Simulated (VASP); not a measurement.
# Lattice of SiNi across functionals and dispersion corrections, part 8 of 8

Wanted: equilibrium cells of SiNi at many levels, with their cost. The start is a computed cell from the Materials Project.

VASP 6.6.1, plane waves and PAW; the level of theory is named at each step.

Still holding for the runs below: This run allows spin, but its moments start at zero, where symmetry between the spins tends to hold them, which is where the search above led.

So far. Step 12 (Relaxation with SCAN): It ends at 11.20 Å³/atom, -0.8 % from the start, with 0.00 GPa left. The conventional cell has a = 2.934, b = 3.278 and c = 4.657 Å. Step 13 (Relaxation with vdW-DF-cx): It ends at 11.45 Å³/atom, +1.5 % from the start, with 0.03 GPa left. The conventional cell has a = 2.964, b = 3.303 and c = 4.680 Å.

## (14) Relaxation with BLYP + D3(BJ)

This step: BLYP with D3(BJ), zero-moment start; plane waves and PAW (Si, Ni) (VASP 6.6.1).

BLYP comes from molecular chemistry and underbinds dense solids. A dispersion term adds the long-range attraction that semilocal functionals lack. D3 with Becke-Johnson damping keeps a finite attraction at short range.

Input file INCAR:

```
SYSTEM = SiNi
PREC = Accurate
ENCUT = 520
EDIFF = 1E-06
NELM = 100
ISMEAR = -1
SIGMA = 0.05
LREAL = .FALSE.
ALGO = Normal
GGA = B5
ALDAX = 1
AGGAX = 1
AGGAC = 1
ALDAC = 0
IVDW = 12
VDW_S6 = 1
VDW_S8 = 2.6996
VDW_A1 = 0.4298
VDW_A2 = 4.2359
NBANDS = 22
ISPIN = 2
MAGMOM = 0 0 0 0
LASPH = .TRUE.
LMAXMIX = 4
LORBIT = 11
LWAVE = .FALSE.
LCHARG = .FALSE.
KPAR = 8
IBRION = 2
NSW = 60
ISIF = 3
EDIFFG = -0.01
```

Input file POSCAR:

```
SiNi
1.0
    2.9427706600      0.0000000000      0.0000000000
    0.0000000000      3.2803255400      0.0000000000
    0.0000000000      0.0000000000      4.6774467600
Si Ni
2 2
Direct
    0.0000000000      0.0000000000      0.1568568400
    0.5000000000      0.5000000000      0.8431431600
    0.0000000000      0.0000000000      0.6575044100
    0.5000000000      0.5000000000      0.3424955900
```

Input file KPOINTS:

```
Automatic mesh
0
Gamma
9 8 6
0 0 0
```

PAW data sets: Si and Ni (PBE family, release 64).

Started as:

```
> mpirun -np 8 vasp_std
```

Log:

```text
[banner, memory and clock lines left out]
running    8 mpi-ranks, on    1 nodes
[...]
[... a notice as in an earlier step ...]

 [... a notice as in an earlier step ...]

 LDA part: xc-table for (Slater(with rela. corr.)+VWN5), standard interpolation
 POSCAR, INCAR and KPOINTS ok, starting setup
[...]
entering main loop
       N       E                     dE             d eps       ncg     rms          rms(c)
DAV:   1     0.148888152220E+03    0.14889E+03   -0.12419E+04  8808   0.152E+03
DAV:   2    -0.138698866931E+02   -0.16276E+03   -0.15374E+03  8938   0.288E+02
DAV:   3    -0.219845533386E+02   -0.81147E+01   -0.79105E+01 10596   0.763E+01
DAV:   4    -0.221674939553E+02   -0.18294E+00   -0.18268E+00 10084   0.104E+01
[...]
DAV:  13    -0.192741685931E+02    0.43994E-05   -0.42335E-06 10406   0.289E-02    0.117E-02
DAV:  14    -0.192741670751E+02    0.15179E-05   -0.54720E-06 11026   0.280E-02    0.318E-03
DAV:  15    -0.192741671257E+02   -0.50619E-07   -0.10907E-06  5972   0.115E-02
   1 F= -.23751579E+02 E0= -.23747538E+02  d E =-.237516E+02  mag=    -0.0000
[... from here on, the cycles between the ionic steps are left out ...]
   2 F= -.23760891E+02 E0= -.23757081E+02  d E =-.931212E-02  mag=     0.0000
   3 F= -.23761284E+02 E0= -.23757523E+02  d E =-.970420E-02  mag=    -0.0000
   4 F= -.23761920E+02 E0= -.23757994E+02  d E =-.636124E-03  mag=    -0.0000
   5 F= -.23762115E+02 E0= -.23758254E+02  d E =-.831567E-03  mag=     0.0000
   6 F= -.23762651E+02 E0= -.23758664E+02  d E =-.536058E-03  mag=    -0.0000
   7 F= -.23762742E+02 E0= -.23758642E+02  d E =-.626574E-03  mag=     0.0000
   8 F= -.23762743E+02 E0= -.23758651E+02  d E =-.627605E-03  mag=    -0.0000
   9 F= -.23762722E+02 E0= -.23758685E+02  d E =-.606654E-03  mag=    -0.0000
  10 F= -.23762743E+02 E0= -.23758659E+02  d E =-.627645E-03  mag=    -0.0000
  11 F= -.23762792E+02 E0= -.23758635E+02  d E =-.496153E-04  mag=     0.0000
 trial-energy change:   -0.000050  1 .order   -0.000061   -0.000099   -0.000024
 step:   1.4337(harm=  1.4337)  dis= 0.00115  next Energy=   -23.762808 (dE=-0.650E-04)
 reached required accuracy - stopping structural energy minimisation
```

The job ended after 3.2 min (8 MPI ranks of Intel Xeon Platinum 8259CL at 2.50GHz (Skylake/Cascade Lake), shared host; peak memory 2.5 GiB).

OUTCAR, selected parts (step 14):

```text
 Edisp (eV)   -4.43808

 Edisp (eV)   -4.43488

  Total       0.01867    -0.00377    -0.02854     0.00000     0.00000     0.00000
  in kB       0.65563    -0.13233    -1.00215     0.00000     0.00000     0.00000
  external pressure =       -0.16 kB  Pullay stress =        0.00 kB

 POSITION                                       TOTAL-FORCE (eV/Angst)
 -----------------------------------------------------------------------------------
      0.00000      0.00000      0.74087         0.000000      0.000000     -0.005212
      1.49560      1.64093      3.90632         0.000000      0.000000      0.005212
      0.00000      0.00000      3.06840         0.000000      0.000000     -0.007395
      1.49560      1.64093      1.57879         0.000000      0.000000      0.007395
 -----------------------------------------------------------------------------------
    total drift:                                0.000000      0.000000      0.000000

  FREE ENERGIE OF THE ION-ELECTRON SYSTEM (eV)
  ---------------------------------------------------
  free  energy   TOTEN  =       -23.7627923556 eV

  energy  without entropy=      -23.7544766582  energy(sigma->0) =      -23.75863451

 magnetization (x)
# of ion       s       p       d       tot
------------------------------------------
    1       -0.000  -0.000   0.000  -0.000
    2       -0.000  -0.000   0.000  -0.000
    3       -0.000   0.000   0.000   0.000
    4       -0.000   0.000   0.000   0.000
--------------------------------------------------
tot         -0.000  -0.000   0.000   0.000

[... 2 parts as in an earlier step ...]

[... 2 further parts left out ...]
[key lines of the parts left out:]
E-fermi :  12.0965
```

Dispersion corrections of this kind ignore metallic screening and tend to overbind metals.

It ends at 11.41 Å³/atom, +1.0 % from the start, with -0.02 GPa left. The conventional cell has a = 2.991, b = 3.282 and c = 4.647 Å.

## (15) Relaxation with rev-vdW-DF2

This step: rev-vdW-DF2, zero-moment start; plane waves and PAW (Si, Ni) (VASP 6.6.1).

rev-vdW-DF2 revises the exchange of vdW-DF2 for solids.

Input file INCAR:

```
SYSTEM = SiNi
PREC = Accurate
ENCUT = 520
EDIFF = 1E-06
NELM = 100
ISMEAR = -1
SIGMA = 0.05
LREAL = .FALSE.
ALGO = Normal
GGA = MK
AGGAC = 0
LUSE_VDW = .TRUE.
PARAM1 = 0.1234
PARAM2 = 0.711357
ZAB_VDW = -1.8867
LASPH = .TRUE.
NBANDS = 22
ISPIN = 2
MAGMOM = 0 0 0 0
LMAXMIX = 4
LORBIT = 11
LWAVE = .FALSE.
LCHARG = .FALSE.
KPAR = 8
IBRION = 2
NSW = 60
ISIF = 3
EDIFFG = -0.01
```

POSCAR is that of step 14.

KPOINTS is that of step 14.

Started as:

```
> mpirun -np 8 vasp_std
```

Log:

```text
[... set-up lines as in an earlier step ...]
 entering main loop
       N       E                     dE             d eps       ncg     rms          rms(c)
DAV:   1     0.150469799433E+03    0.15047E+03   -0.12400E+04  8808   0.151E+03
DAV:   2    -0.119439657440E+02   -0.16241E+03   -0.15331E+03  8932   0.287E+02
DAV:   3    -0.199388066168E+02   -0.79948E+01   -0.77899E+01 10614   0.755E+01
DAV:   4    -0.201162691731E+02   -0.17746E+00   -0.17721E+00 10108   0.102E+01
[...]
DAV:  13    -0.169035523754E+02    0.49675E-05   -0.30856E-06  9472   0.254E-02    0.124E-02
DAV:  14    -0.169035505771E+02    0.17984E-05   -0.43135E-06  9380   0.232E-02    0.238E-03
DAV:  15    -0.169035506363E+02   -0.59234E-07   -0.86507E-07  5714   0.876E-03
   1 F= -.16903551E+02 E0= -.16899487E+02  d E =-.169036E+02  mag=     0.0000
[... from here on, the cycles between the ionic steps are left out ...]
   2 F= -.16909232E+02 E0= -.16904917E+02  d E =-.568144E-02  mag=     0.0000
   3 F= -.16923071E+02 E0= -.16918896E+02  d E =-.195201E-01  mag=    -0.0000
   4 F= -.16923029E+02 E0= -.16918847E+02  d E =-.194785E-01  mag=     0.0000
   5 F= -.16923058E+02 E0= -.16918879E+02  d E =-.195073E-01  mag=     0.0000
   6 F= -.16925658E+02 E0= -.16921616E+02  d E =-.259998E-02  mag=     0.0000
   7 F= -.16925749E+02 E0= -.16921737E+02  d E =-.269086E-02  mag=    -0.0000
   8 F= -.16925749E+02 E0= -.16921741E+02  d E =-.269111E-02  mag=     0.0000
   9 F= -.16925913E+02 E0= -.16921876E+02  d E =-.163934E-03  mag=    -0.0000
  10 F= -.16925961E+02 E0= -.16921882E+02  d E =-.212117E-03  mag=     0.0000
  11 F= -.16926021E+02 E0= -.16921879E+02  d E =-.596794E-04  mag=    -0.0000
 trial-energy change:   -0.000060  1 .order   -0.000072   -0.000139   -0.000006
 step:   1.1158(harm=  1.0423)  dis= 0.00038  next Energy=   -16.926021 (dE=-0.600E-04)
 reached required accuracy - stopping structural energy minimisation
```

It took 5.2 min on 8 MPI ranks; peak memory 3.7 GiB.

OUTCAR, selected parts (step 15):

```text
  Total        0.0357242      0.0362348     -0.0263402      0.0000000      0.0000000      0.0000000
  in kB        1.2315419      1.2491436     -0.9080417      0.0000000      0.0000000      0.0000000
  external PRESSURE =       0.5242146 kB  Pullay stress =       0.0000000 kB

 POSITION                                       TOTAL-FORCE (eV/Angst)
 -----------------------------------------------------------------------------------
      0.00000      0.00000      0.74636         0.000000      0.000000     -0.007679
      1.49732      1.65392      3.94539         0.000000      0.000000      0.007679
      0.00000      0.00000      3.08790         0.000000      0.000000     -0.004495
      1.49732      1.65392      1.60385         0.000000      0.000000      0.004495
 -----------------------------------------------------------------------------------
    total drift:                                0.000000      0.000000     -0.000000

  FREE ENERGIE OF THE ION-ELECTRON SYSTEM (eV)
  ---------------------------------------------------
  free  energy   TOTEN  =       -16.9260208396 eV

  energy  without entropy=      -16.9177365996  energy(sigma->0) =      -16.92187872

 magnetization (x)
# of ion       s       p       d       tot
------------------------------------------
    1       -0.000  -0.000   0.000  -0.000
    2       -0.000  -0.000   0.000  -0.000
    3       -0.000  -0.000  -0.000  -0.000
    4       -0.000  -0.000  -0.000  -0.000
--------------------------------------------------
tot         -0.000  -0.000  -0.000  -0.000

[... 2 parts as in an earlier step ...]

[... 2 further parts left out ...]
[key lines of the parts left out:]
E-fermi :  11.2276
```

It ends at 11.62 Å³/atom, +2.9 % from the start, with 0.05 GPa left. The conventional cell has a = 2.995, b = 3.308 and c = 4.692 Å.

## (16) The cells as a table

This step: relaxed cells at several levels; plane waves and PAW (VASP 6.6.1).

No new run; the numbers come from the runs before.

Lengths are those of the conventional cell; cost is the wall time of each run, as given at its step, times its ranks, without the set-up around it. Results by level, by row:

```tsv
level	volume (Å³/atom)	change from the start (%)	a (Å)	b (Å)	c (Å)	cost (core minutes)
LDA	11.12	-1.5	2.934	3.27	4.635	12.9
PBEsol	11.32	0.3	2.948	3.29	4.67	9.73
r2SCAN	11.33	0.4	2.95	3.296	4.663	67.3
r2SCAN + rVV10	11.26	-0.2	2.94	3.291	4.658	89.3
SCAN	11.2	-0.8	2.934	3.278	4.657	54.4
vdW-DF-cx	11.45	1.5	2.964	3.303	4.68	64.5
BLYP + D3(BJ)	11.41	1	2.991	3.282	4.647	25.5
rev-vdW-DF2	11.62	2.9	2.995	3.308	4.692	41.9
```

## (17) Results

```yaml
volume_lda: 11.12 Å³/atom
volume_pbesol: 11.32 Å³/atom
volume_r2scan: 11.33 Å³/atom
volume_r2scan_rvv10: 11.26 Å³/atom
volume_scan: 11.20 Å³/atom
volume_vdw_df_cx: 11.45 Å³/atom
volume_blyp_d3_bj: 11.41 Å³/atom
volume_rev_vdw_df2: 11.62 Å³/atom
```

**Reading.** For SiNi the levels give volumes between 11.12 Å³/atom (LDA) and 11.62 Å³/atom (rev-vdW-DF2), a spread of 4.5 %, while the cost of the finished runs spans a factor of 9.2. At LDA + U the magnetic starts gave no state below the non-magnetic one; other levels were not tested for magnetism. The costs hold the number of ionic steps as well as the price of the functional. Adding rVV10 to r2SCAN changes the volume by -0.6 % (a by -0.3 %, b by -0.2 % and c by -0.1 %). Pairwise corrections of the D and TS kind ignore the screening in a metal, so they may overbind here. Within 0.02 Å all end in space group Pmmn; the runs can't lower the symmetry of the start. Each is a single relaxation on the plane waves of the start cell, so larger changes of volume carry a basis-set error that was not tested here. Zero-point and thermal expansion are not included.

[Lines on the potential files, build, host, timing and source positions are cut from VASP's logs without a mark.]

[Logs are printed without paths, hosts, clocks, repeated set-up lines and the standing remarks that a program may print on its own settings, such as how far it seeks lower states.]

[Hosts, paths, dates, database ids (printed as entryN), source tags and the programs' standing remarks are cut or masked in the printed files.]

[A measured line is paired with the nearest computed mode of its activity, which favours agreement.]

[In band tables of VASP the shares of atoms and orbitals are scaled to a sum of 1 inside the atoms' spheres.]
